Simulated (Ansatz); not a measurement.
A plane-wave DFT run in Ansatz 0.2.0 (scalar-relativistic PAW potentials unless the input names others): input and command.

```yaml
crystal:
  lattice:
    - [6.4078990604, 0.0, 0.0]
    - [0.0, 3.8644540271, 0.0]
    - [0.0, 0.0, 7.6628313112]
  atoms:
    - { symbol: Pb, position: [0.7434672312, 0.75, 0.103689397] }
    - { symbol: Pb, position: [0.2565327688, 0.25, 0.896310603] }
    - { symbol: Pb, position: [0.7565327688, 0.25, 0.603689397] }
    - { symbol: Pb, position: [0.2434672312, 0.75, 0.396310603] }
    - { symbol: F, position: [0.1410297963, 0.75, 0.0674082872] }
    - { symbol: F, position: [0.8589702037, 0.25, 0.9325917128] }
    - { symbol: F, position: [0.3589702037, 0.25, 0.5674082872] }
    - { symbol: F, position: [0.6410297963, 0.75, 0.4325917128] }
    - { symbol: F, position: [0.5230204997, 0.75, 0.8485510571] }
    - { symbol: F, position: [0.4769795003, 0.25, 0.1514489429] }
    - { symbol: F, position: [0.9769795003, 0.25, 0.3485510571] }
    - { symbol: F, position: [0.0230204997, 0.75, 0.6514489429] }
basis:
  ecutwfc: 420
kpoints:
  mp_grid: { grid: [4, 6, 4] }
hamiltonian:
  xc: pbesol
  hubbard: { sites: [{ species: F, l: p, u_eff: 40.0 }] }
scf:
  occupations: { method: gaussian, width: 0.02 }
  max_iter: 50
output:
  forces: true
  eigenvalues: true
  stress: true
```

```bash
ansatz run input.yaml --threads 4 --pin off --max-ram 12288MiB --backend cpu --events-out ev --progress --plain --runs-dir out
```

Abridged log:
```
Basis set: ecut = 420 eV, 3737 PW (Γ), exchange–correlation on 90×54×108 points (8 copies of the dense FFT grid, shifted against one another)
Bands: 68, of which v1, the nominal top of the filled ones, is band 56 counted from 1 (55 counted from 0)
Symmetry: 8 space group operations
k-points: 36 of 96
SCF iter   1: F=—  HF=-53379.164161 eV  |F-HF|=—  |Δ(HF+E_count)|=         —  Δρ=6.71e-2  dr2=8.49e0  ethr=3.10e-3  ⟨swp⟩=6.2  Hψ=9383  notcnv=0
SCF iter   2: F=—  HF=-53392.547226 eV  |F-HF|=—  |Δ(HF+E_count)|=    1.34e1  Δρ=3.24e-2  dr2=1.96e0  ethr=3.10e-3  ⟨swp⟩=2.6  Hψ=5155  notcnv=0  defer=236
SCF iter   3: F=—  HF=-53397.928532 eV  |F-HF|=—  |Δ(HF+E_count)|=    5.38e0  Δρ=7.31e-3  dr2=9.88e-2  ethr=1.75e-3  ⟨swp⟩=2.2  Hψ=4439  notcnv=0  defer=236
SCF iter   4: F=—  HF=-53397.973306 eV  |F-HF|=—  |Δ(HF+E_count)|=   4.48e-2  Δρ=3.28e-3  dr2=8.86e-3  ethr=8.82e-5  ⟨swp⟩=3.0  Hψ=4694  notcnv=0  defer=236
SCF iter   5: F=—  HF=-53397.982193 eV  |F-HF|=—  |Δ(HF+E_count)|=   8.89e-3  Δρ=5.91e-4  dr2=6.42e-4  ethr=7.91e-6  ⟨swp⟩=2.0  Hψ=4424  notcnv=0  defer=236
SCF iter   6: F=—  HF=-53397.983469 eV  |F-HF|=—  |Δ(HF+E_count)|=   1.28e-3  Δρ=1.04e-4  dr2=2.27e-5  ethr=5.73e-7  ⟨swp⟩=2.0  Hψ=4424  notcnv=0  defer=236
SCF iter   7: F=—  HF=-53397.983525 eV  |F-HF|=—  |Δ(HF+E_count)|=   5.64e-5  Δρ=2.41e-5  dr2=6.88e-7  ethr=2.03e-8  ⟨swp⟩=2.0  Hψ=4434  notcnv=0  defer=236
SCF iter   8: F=-53397.983526 eV  HF=-53397.983526 eV  |F-HF|=4.75e-8  |Δ(HF+E_count)|=   3.04e-7  Δρ=9.14e-6  dr2=8.03e-8  ethr=8.93e-11  ⟨swp⟩=10.9  Hψ=12964  notcnv=0
SCF 1 converged in 8 iterations: F = -53397.983526 eV  dr2 = 8.03e-8
SCF converged after 8 iterations
Free energy (F): -53397.983526 eV
Harris-Foulkes:  -53397.983526 eV  (|F-HF|=4.75e-8)
Internal energy: -53397.983526 eV  (E = F + TS)
E sigma→0 (E₀):  -53397.983526 eV
Fermi energy:    5.890090 eV
--- Forces (eV/Å), atoms counted from 1 ---
  atom   1  Pb     0.29130351     0.00000000     0.50974763
  atom   2  Pb    -0.29130351     0.00000000    -0.50974763
  atom   3  Pb    -0.29130351     0.00000000     0.50974763
  atom   4  Pb     0.29130351     0.00000000    -0.50974763
  atom   5  F      0.04415956     0.00000000     0.13546199
  atom   6  F     -0.04415956     0.00000000    -0.13546199
  atom   7  F     -0.04415956     0.00000000     0.13546199
  atom   8  F      0.04415956     0.00000000    -0.13546199
  atom   9  F      0.00912265     0.00000000    -0.35059498
  atom  10  F     -0.00912265     0.00000000     0.35059498
  atom  11  F     -0.00912265     0.00000000    -0.35059498
  atom  12  F      0.00912265     0.00000000     0.35059498
--- Stress (GPa, compression-positive) ---
       13.607759       0.000000       0.000000
        0.000000      14.762425       0.000000
        0.000000       0.000000      13.351173
  P = ⅓ Tr σ = 13.9071 GPa (139.071 kbar)
Occupation matrices written to <dir>
```

What is wrong with this input?

The fault is an enormous or negative U (hamiltonian.hubbard: not typed → {"sites": [{"species": "F", "l": "p", "u_eff": 40.0}]}, the first being the value of the sound run). Setting it back cures it. The run converged all the same, with an energy at zero smearing 2.6 eV/atom above the reference's (the Hamiltonian itself differs), pressure 13.91 GPa, largest force 0.587 eV/Å, gap on the mesh 7.63 eV, so convergence alone doesn't show that an input is right. A reference run on usual settings, whose relaxation ended at this geometry, converged, and the end of its own relaxation has pressure 0.00 GPa, largest force 0.001 eV/Å, gap on the mesh 4.22 eV.

Time: 11 s on 4 threads of Arm Neoverse V2 (shared host), peak memory 0.95 GiB.